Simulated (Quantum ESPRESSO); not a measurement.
# ZnSe (Stilleite) (F-43m) in Quantum ESPRESSO: single point with PBE

Aim: the single point of ZnSe (Stilleite) with PBE.

Program: Quantum ESPRESSO 7.5. These are calculated values, not measurements. Logs are shortened: lines on timing, memory, paths and dates and some standing lists are left out, and cuts for length are marked.

**Experimental background.**

“Alloy Disordering Effects on the Thermal Conductivity and Energy Gap Temperature Dependence of Cd1−xZnxSe Ternary Crystals Grown by the Bridgman Method”, 2023, pmc:10253836 reports, for a bulk crystal of ZnSe at 300 K: band gap 2.695 ± 0.003 eV (an exciton energy, a little under the gap).

The results are compared with them further down.

**1. The structure**

The structure is cubic, space group F-43m (No. 216). The conventional cell has a = 5.668 Å, b = 5.668 Å, c = 5.668 Å, α = 90.00°, β = 90.00°, γ = 90.00°. Se (site symmetry -43m) has 4 Zn at 2.45 Å as nearest neighbours. Around Zn (site symmetry -43m) lie 4 Se at 2.45 Å.

**2. Single point, PBE**

File run.py:

```python
import numpy as np
from ase.calculators.espresso import Espresso, EspressoProfile
from ase.io import read

atoms = read('ZnSe.cif')

input_data = {
    'control': {'calculation': 'scf', 'prefix': 'pwscf', 'outdir': './tmp', 'tprnfor': True, 'tstress': True, 'disk_io': 'nowf'},
    'system': {'ecutwfc': 55.0, 'ecutrho': 440.0, 'nbnd': 20, 'occupations': 'smearing', 'smearing': 'fd', 'degauss': 0.00367493},
    'electrons': {'conv_thr': 4e-10, 'electron_maxstep': 120, 'mixing_beta': 0.5},
}
pseudopotentials = {'Se': 'Se_pbe_v1.uspp.F.UPF', 'Zn': 'Zn_pbe_v1.uspp.F.UPF'}
profile = EspressoProfile(command='pw.x', pseudo_dir='pseudo')
dft = Espresso(profile=profile, input_data=input_data, pseudopotentials=pseudopotentials, kpts=(8, 8, 8), koffset=(0, 0, 0))
atoms.calc = dft

print(f'energy {atoms.get_potential_energy():.8f} eV')
print('forces (eV/A)')
print(np.round(atoms.get_forces(), 6))
print('stress (eV/A^3, Voigt)')
print(np.round(atoms.get_stress(), 8))
print(f'Fermi level {dft.get_fermi_level():.4f} eV')
```

File ZnSe.cif:

```cif
data_ZnSe
_cell_length_a 4.00759839
_cell_length_b 4.00759839
_cell_length_c 4.00759839
_cell_angle_alpha 60.00000000
_cell_angle_beta 60.00000000
_cell_angle_gamma 60.00000000
_space_group_name_H-M_alt 'P1'
_space_group_name_Hall 'P 1'
_space_group_IT_number 1
loop_
_space_group_symop_operation_xyz
'x,y,z'
loop_
_atom_site_label
_atom_site_type_symbol
_atom_site_symmetry_multiplicity
_atom_site_Wyckoff_symbol
_atom_site_fract_x
_atom_site_fract_y
_atom_site_fract_z
_atom_site_occupancy
Se1 Se 1 a 0.7500000000 0.7500000000 0.7500000000 1
Zn1 Zn 1 a 0.0000000000 0.0000000000 0.0000000000 1
```

Potentials or basis: SSSP 1.3 efficiency PBE.

Run with:

```bash
OMP_NUM_THREADS=1 python run.py
```

Standard output:

```text
energy -6874.42086871 eV
forces (eV/A)
[[ 0.e+00  0.e+00 -1.e-06]
 [ 0.e+00  0.e+00  1.e-06]]
stress (eV/A^3, Voigt)
[-0.01351161 -0.01351161 -0.01351161  0.          0.         -0.        ]
Fermi level 7.0308 eV
```

espresso.pwi:

```text
&CONTROL
   calculation      = 'scf'
   tstress          = .true.
   tprnfor          = .true.
   outdir           = './tmp'
   prefix           = 'pwscf'
   disk_io          = 'nowf'
   pseudo_dir       = 'pseudo'
/
&SYSTEM
   nbnd             = 20
   ecutwfc          = 55.0
   ecutrho          = 440.0
   occupations      = 'smearing'
   degauss          = 0.00367493
   smearing         = 'fd'
   ntyp             = 2
   nat              = 2
   ibrav            = 0
/
&ELECTRONS
   electron_maxstep = 120
   conv_thr         = 4e-10
   mixing_beta      = 0.5
/
&IONS
/
&CELL
/
&FCP
/
&RISM
/
ATOMIC_SPECIES
Se 78.971 Se_pbe_v1.uspp.F.UPF
Zn 65.38 Zn_pbe_v1.uspp.F.UPF

K_POINTS automatic
8 8 8  0 0 0

CELL_PARAMETERS angstrom
4.00759839000000 0.00000000000000 0.00000000000000
2.00379919500000 3.47068201390562 0.00000000000000
2.00379919500000 1.15689400463521 3.27219038316646

ATOMIC_POSITIONS angstrom
Se 6.0113975850 3.4706820139 2.4541427874  
Zn 0.0000000000 0.0000000000 0.0000000000
```

espresso.pwo:

```text
This program is part of the open-source Quantum ESPRESSO suite
     for quantum simulation of materials; please cite
         "P. Giannozzi et al., J. Phys.:Condens. Matter 21 395502 (2009);
         "P. Giannozzi et al., J. Phys.:Condens. Matter 29 465901 (2017);
         "P. Giannozzi et al., J. Chem. Phys. 152 154105 (2020);
     in publications or presentations arising from this work. More details at

Warning: card &CELL ignored
Warning: card &FCP ignored
Warning: card &RISM ignored

     Message from routine setup:
     using ibrav=0 with symmetry is DISCOURAGED, use correct ibrav instead

     Subspace diagonalization in iterative solution of the eigenvalue problem:
     a serial algorithm will be used

     G-vector sticks info
     --------------------
     sticks:   dense  smooth     PW     G-vecs:    dense   smooth      PW
     Sum        1735     859    253                47831    16865    2741

     Using Slab Decomposition

     bravais-lattice index     =            0
     lattice parameter (alat)  =       7.5733  a.u.
     unit-cell volume          =     307.1384 (a.u.)^3
     number of atoms/cell      =            2
     number of atomic types    =            2
     number of electrons       =        26.00
     number of Kohn-Sham states=           20
     kinetic-energy cutoff     =      55.0000  Ry
     charge density cutoff     =     440.0000  Ry
     scf convergence threshold =      4.0E-10
     mixing beta               =       0.5000
     number of iterations used =            8  plain     mixing
     Exchange-correlation= SLA  PW   PBE  PBE
                           (   1   4   3   4   0   0   0)

     celldm(1)=   7.573263  celldm(2)=   0.000000  celldm(3)=   0.000000
     celldm(4)=   0.000000  celldm(5)=   0.000000  celldm(6)=   0.000000

     crystal axes: (cart. coord. in units of alat)
               a(1) = (   1.000000   0.000000   0.000000 )
               a(2) = (   0.500000   0.866025   0.000000 )
               a(3) = (   0.500000   0.288675   0.816497 )
[... 39 lines left out ...]

   Cartesian axes

     site n.     atom                  positions (alat units)
         1        Se     tau(   1) = (   1.5000000   0.8660254   0.6123724  )
         2        Zn     tau(   2) = (   0.0000000   0.0000000   0.0000000  )

     number of k points=    65  Fermi-Dirac smearing, width (Ry)=  0.0037
                       cart. coord. in units 2pi/alat
        k(    1) = (   0.0000000   0.0000000   0.0000000), wk =   0.0039062
        k(    2) = (   0.0000000   0.0000000   0.1530931), wk =   0.0078125
        k(    3) = (   0.0000000   0.0000000   0.3061862), wk =   0.0078125
        k(    4) = (   0.0000000   0.0000000   0.4592793), wk =   0.0078125
        k(    5) = (   0.0000000   0.0000000  -0.6123724), wk =   0.0039062
        k(    6) = (   0.0000000   0.1443376  -0.0510310), wk =   0.0234375
[... 57 lines left out ...]
        k(   64) = (   0.2500000  -0.5773503  -0.5613414), wk =   0.0468750
        k(   65) = (   0.2500000  -0.5773503  -0.4082483), wk =   0.0234375

     Dense  grid:    47831 G-vectors     FFT dimensions: (  54,  54,  54)

     Smooth grid:    16865 G-vectors     FFT dimensions: (  36,  36,  36)

     Initial potential from superposition of free atoms

     starting charge      25.9998, renormalised to      26.0000
     Starting wfcs are   17 randomized atomic wfcs +    3 random wfcs

     Self-consistent Calculation

     iteration #  1     ecut=    55.00 Ry     beta= 0.50
     Davidson diagonalization with overlap
     ethr =  1.00E-02,  avg # of iterations =  5.1

     Threshold (ethr) on eigenvalues was too large:
     Diagonalizing with lowered threshold

     Davidson diagonalization with overlap
     ethr =  2.86E-04,  avg # of iterations =  1.3

     total energy              =    -505.23967726 Ry
     estimated scf accuracy    <       0.07331592 Ry
[... 50 lines left out ...]
     iteration #  9     ecut=    55.00 Ry     beta= 0.50
     Davidson diagonalization with overlap
     ethr =  6.35E-12,  avg # of iterations =  3.8

     End of self-consistent calculation

          k = 0.0000 0.0000 0.0000 (  2085 PWs)   bands (ev):

  -118.8768 -73.0446 -73.0446 -73.0446  -6.9120  -0.1872  -0.1872  -0.1872
     0.1842   0.1842   6.3550   6.3550   6.3550   7.6379  12.1581  12.1581
    12.1581  16.2755  17.8423  17.8423
[... 381 lines left out ...]
  -118.8768 -73.0448 -73.0447 -73.0447  -5.8723  -0.0981   0.0223   0.1086
     0.2058   0.4472   1.6341   3.2657   4.5593   9.9393  11.9523  15.3986
    15.6272  15.9141  18.3752  21.7230

     the Fermi energy is     7.0308 ev

!    total energy              =    -505.26065875 Ry
     estimated scf accuracy    <          1.8E-10 Ry
     smearing contrib. (-TS)   =      -0.00000000 Ry
     internal energy E=F+TS    =    -505.26065875 Ry

     The total energy is F=E-TS. E is the sum of the following terms:
     one-electron contribution =    -470.04168606 Ry
     hartree contribution      =     241.34842229 Ry
     xc contribution           =     -71.95290713 Ry
     ewald contribution        =    -204.61448784 Ry

     convergence has been achieved in   9 iterations

     Forces acting on atoms (cartesian axes, Ry/au):

     atom    1 type  1   force =     0.00000000    0.00000000   -0.00000004
     atom    2 type  2   force =     0.00000000    0.00000000    0.00000004

     Total force =     0.000000     Total SCF correction =     0.000000
     SCF correction compared to forces is large: reduce conv_thr to get better values

     Computing stress (Cartesian axis) and pressure

          total   stress  (Ry/bohr**3)                   (kbar)     P=       21.65
   0.00014716   0.00000000  -0.00000000           21.65        0.00       -0.00
   0.00000000   0.00014716  -0.00000000            0.00       21.65       -0.00
  -0.00000000  -0.00000000   0.00014716           -0.00       -0.00       21.65

=------------------------------------------------------------------------------=
   JOB DONE.
=------------------------------------------------------------------------------=
```

Run time: 66 s. Hardware: 1 thread of Intel Xeon Platinum 8488C (Sapphire Rapids), shared host; peak memory 0.26 GiB.

What came out:

* Free energy: -6874.4215 eV
* Pressure: 2.2 GPa
* Band gap on the k mesh: 1.28 eV, direct

**3. For comparison**

An earlier run on the cell as given: functional PBE; potentials or basis SSSP 1.3 efficiency PBE; cutoff 748 eV; density cutoff 5987 eV; k mesh 8 × 8 × 8; occupations fermi-dirac, width 0.05 eV; no spin polarisation.

* Pressure: 2.2 GPa
* Band gap on the k mesh: 1.28 eV, direct

**4. Comparison with measurements**

Step 2. A measured gap of ZnSe is 2.695 eV (an exciton energy, a little under the gap; 300 K; “Alloy Disordering Effects on the Thermal Conductivity and Energy Gap Temperature Dependence of Cd1−xZnxSe Ternary Crystals Grown by the Bridgman Method”, 2023, pmc:10253836); the calculated 1.28 eV misses it by -1.41 eV. So large a miss can be the level of theory's own, or it may mean another phase, state or a wrong row. Spin-orbit coupling on Se is left out. The value is that of PBE, without temperature or zero-point motion. Semilocal functionals fall short of measured gaps as a rule.
